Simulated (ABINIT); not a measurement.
Crystal: Pb.

```
CELL_PARAMETERS angstrom
3.48000 0.00000 0.00000
-1.74000 3.01377 0.00000
0.00000 0.00000 5.59000
ATOMIC_POSITIONS crystal
Pb 0.66667 0.33333 0.75000
Pb 0.33333 0.66667 0.25000
```

This isn't the form of Pb at room conditions, which is fcc.

- Program: ABINIT 10.8.3 (patched build)
- Task: relaxation of cell and atoms
- Functional: BLYP
- Potentials or basis: JTH PAW PBE v2.0
- Cutoff: 707 eV
- k mesh: 7 × 7 × 4
- Occupations: fermi-dirac, width 0.05 eV
- Spin: no spin polarisation

At the start: pressure 7.8 GPa; volume 29.31 Å³/atom.

**Question.** Where does the relaxation end?

**Answer.** Over 8 steps the energy falls by 118.1 meV/atom and the volume is 34.99 Å³/atom (+19.4 %); space group P6_3/mmc (No. 194, to 0.05 Å).

Step by step:
| step | energy change (eV) | largest force (eV/Å) | pressure (GPa) | volume (Å³) |
| --- | --- | --- | --- | --- |
| 1 | 0.0000 | 0.0000 | 7.83 | 58.63 |
| 2 | -0.0624 | 0.0000 | 6.32 | 60.04 |
| 3 | -0.2200 | 0.0000 | 1.33 | 67.11 |
| 4 | -0.2321 | 0.0000 | 0.21 | 69.42 |
| 5 | -0.2335 | 0.0000 | -0.05 | 70.03 |
| 6 | -0.2350 | 0.0000 | -0.25 | 70.48 |
| 7 | -0.2360 | 0.0000 | -0.17 | 70.31 |
| 8 | -0.2362 | 0.0000 | -0.02 | 69.99 |

Final structure:
```cif
data_structure
_symmetry_space_group_name_H-M 'P 1'
_symmetry_Int_Tables_number 1
_cell_length_a 3.7545
_cell_length_b 3.7545
_cell_length_c 5.7328
_cell_angle_alpha 90.000
_cell_angle_beta 90.000
_cell_angle_gamma 120.000
_cell_volume 69.99
loop_
_atom_site_label
_atom_site_type_symbol
_atom_site_fract_x
_atom_site_fract_y
_atom_site_fract_z
_atom_site_occupancy
Pb1 Pb 0.66667 0.33333 0.75000 1
Pb2 Pb 0.33333 0.66667 0.25000 1
```

Caveat: the volume moved by over 15 % at a fixed basis, so the end points are rough; the PAW data sets were made with another functional, which shifts forces and pressure a little.
